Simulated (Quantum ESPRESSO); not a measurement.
Crystal: Si2Mo.

```
CELL_PARAMETERS angstrom
-1.60000 1.60000 3.93050
1.60000 -1.60000 3.93050
1.60000 1.60000 -3.93050
ATOMIC_POSITIONS crystal
Mo 0.00000 0.00000 0.00000
Si 0.66700 0.66700 0.00000
Si 0.33300 0.33300 0.00000
```

A run of Quantum ESPRESSO 7.5 on this cell left the log below. Logs are shortened: lines on timing, memory, paths and dates and some standing lists are left out, and cuts for length are marked.

```text
This program is part of the open-source Quantum ESPRESSO suite
     for quantum simulation of materials; please cite
[... 6 lines left out ...]
     using ibrav=0 with symmetry is DISCOURAGED, use correct ibrav instead

     K-points division:     npool     =       2
     Subspace diagonalization in iterative solution of the eigenvalue problem:
     a serial algorithm will be used

     G-vector sticks info
     --------------------
     sticks:   dense  smooth     PW     G-vecs:    dense   smooth      PW
     Sum        2087    1041    379                38585    13679    3073

     Using Slab Decomposition

     bravais-lattice index     =            0
     lattice parameter (alat)  =       8.0000  a.u.
     unit-cell volume          =     271.6091 (a.u.)^3
     number of atoms/cell      =            3
     number of atomic types    =            2
     number of electrons       =        22.00
     number of Kohn-Sham states=           18
     kinetic-energy cutoff     =      52.0000  Ry
     charge density cutoff     =     414.0000  Ry
     scf convergence threshold =      6.0E-10
     mixing beta               =       0.5000
     number of iterations used =            8  plain     mixing
     energy convergence thresh.=      1.0E-05
     force convergence thresh. =      4.0E-04
     press convergence thresh. =      3.0E-01
     Exchange-correlation= SLA  PW   PSX  PSC
                           (   1   4  10   8   0   0   0)
     nstep                     =           40

     celldm(1)=   8.000000  celldm(2)=   0.000000  celldm(3)=   0.000000
     celldm(4)=   0.000000  celldm(5)=   0.000000  celldm(6)=   0.000000

     crystal axes: (cart. coord. in units of alat)
               a(1) = (  -0.377945   0.377945   0.928446 )
               a(2) = (   0.377945  -0.377945   0.928446 )
               a(3) = (   0.377945   0.377945  -0.928446 )

     reciprocal axes: (cart. coord. in units 2 pi/alat)
               b(1) = (  0.000000  1.322943  0.538534 )
               b(2) = (  1.322943  0.000000  0.538534 )
               b(3) = (  1.322943  1.322943  0.000000 )

     PseudoPot. # 1 for Mo read from file:
     mo_pbesol_v1.uspp.F.UPF
     Pseudo is Ultrasoft + core correction, Zval = 14.0
     Generated by new atomic code, or converted to UPF format
     Using radial grid of  889 points,  6 beta functions with:
                l(1) =   0
                l(2) =   0
                l(3) =   1
                l(4) =   1
[... 635 lines left out ...]
     celldm(4)=   0.000000  celldm(5)=   0.000000  celldm(6)=   0.000000

     crystal axes: (cart. coord. in units of alat)
               a(1) = (  -0.362344   0.362344   0.895548 )
               a(2) = (   0.362344  -0.362344   0.895548 )
               a(3) = (   0.362344   0.362344  -0.895548 )

     reciprocal axes: (cart. coord. in units 2 pi/alat)
               b(1) = ( -0.000000  1.379906  0.558317 )
               b(2) = (  1.379906 -0.000000  0.558317 )
               b(3) = (  1.379906  1.379906  0.000000 )

     PseudoPot. # 1 for Mo read from file:
     mo_pbesol_v1.uspp.F.UPF
     Pseudo is Ultrasoft + core correction, Zval = 14.0
     Generated by new atomic code, or converted to UPF format
     Using radial grid of  889 points,  6 beta functions with:
                l(1) =   0
                l(2) =   0
                l(3) =   1
                l(4) =   1
                l(5) =   2
                l(6) =   2
     Q(r) pseudized with  6 coefficients,  rinner =    1.000   1.000   1.000
                                                       1.000   1.000

     PseudoPot. # 2 for Si read from file:
     si_pbesol_v1.uspp.F.UPF
     Pseudo is Ultrasoft + core correction, Zval =  4.0
     Generated by new atomic code, or converted to UPF format
     Using radial grid of  899 points,  6 beta functions with:
                l(1) =   0
                l(2) =   0
                l(3) =   1
                l(4) =   1
                l(5) =   2
                l(6) =   2
     Q(r) pseudized with  8 coefficients,  rinner =    0.900   0.900   0.900
                                                       0.900   0.900

     atomic species   valence    mass     pseudopotential
     Mo               14.00    95.95000     Mo( 1.00)
     Si                4.00    28.08500     Si( 1.00)

     16 Sym. Ops., with inversion, found

   Cartesian axes

     site n.     atom                  positions (alat units)
         1        Mo     tau(   1) = (   0.0000000   0.0000000  -0.0000000  )
         2        Si     tau(   2) = (   0.0000000   0.0000000   1.1935811  )
         3        Si     tau(   3) = (  -0.0000000  -0.0000000   0.5975155  )

     number of k points=   163  Fermi-Dirac smearing, width (Ry)=  0.0037

     Number of k-points >= 100: set verbosity='high' to print them.

     Dense  grid:    34287 G-vectors     FFT dimensions: (  54,  54,  54)

     Smooth grid:    12205 G-vectors     FFT dimensions: (  40,  40,  40)

     Initial potential from superposition of free atoms

     starting charge      21.9977, renormalised to      22.0000
     Starting wfcs are   21 randomized atomic wfcs

     Self-consistent Calculation

     iteration #  1     ecut=    52.00 Ry     beta= 0.50
     Davidson diagonalization with overlap
     c_bands:  1 eigenvalues not converged
     c_bands:  1 eigenvalues not converged
     c_bands:  1 eigenvalues not converged
     c_bands:  1 eigenvalues not converged
     c_bands:  1 eigenvalues not converged
     c_bands:  1 eigenvalues not converged
[... 106 lines left out ...]
          total   stress  (Ry/bohr**3)                   (kbar)     P=      299.25
   0.00203405   0.00000000   0.00000000          299.22        0.00        0.00
   0.00000000   0.00203405  -0.00000000            0.00      299.22       -0.00
  -0.00000000  -0.00000000   0.00203462           -0.00       -0.00      299.30

=------------------------------------------------------------------------------=
   JOB DONE.
=------------------------------------------------------------------------------=
```

Problem. What input gives this log?

Solution. Relaxation of cell and atoms with PBEsol, no spin polarisation. The files as run (others can give the same):

pw.in
```
&CONTROL
  calculation = 'vc-relax'
  prefix = 'pwscf'
  outdir = './tmp'
  pseudo_dir = './pseudo'
  tprnfor = .true.
  tstress = .true.
  disk_io = 'low'
  nstep = 40
  forc_conv_thr = 0.0004
  etot_conv_thr = 1d-05
/
&SYSTEM
  ibrav = 0
  celldm(1) = 8
  nat = 3
  ntyp = 2
  ecutwfc = 52
  ecutrho = 414
  nbnd = 18
  occupations = 'smearing'
  smearing = 'fd'
  degauss = 0.00367493
/
&ELECTRONS
  conv_thr = 6d-10
  electron_maxstep = 120
  mixing_beta = 0.5
/
&IONS
  ion_dynamics = 'bfgs'
/
&CELL
  cell_dynamics = 'bfgs'
  press = 300
  press_conv_thr = 0.3
/
ATOMIC_SPECIES
Mo    95.9500 mo_pbesol_v1.uspp.F.UPF
Si    28.0850 si_pbesol_v1.uspp.F.UPF
CELL_PARAMETERS alat
 -0.3779452249252   0.3779452249252   0.9284460666052
  0.3779452249252  -0.3779452249252   0.9284460666052
  0.3779452249252   0.3779452249252  -0.9284460666052
ATOMIC_POSITIONS crystal
Mo     0.0000000000    0.0000000000    0.0000000000
Si     0.6670000000    0.6670000000    0.0000000000
Si     0.3330000000    0.3330000000    0.0000000000
K_POINTS automatic
12 12 12 0 0 0
```

Potentials or basis: GBRV 1.5 PBEsol.
Launch:
```bash
$ OMP_NUM_THREADS=1 mpirun -n 2 pw.x -nk 2 -in pw.in > pw.out
```
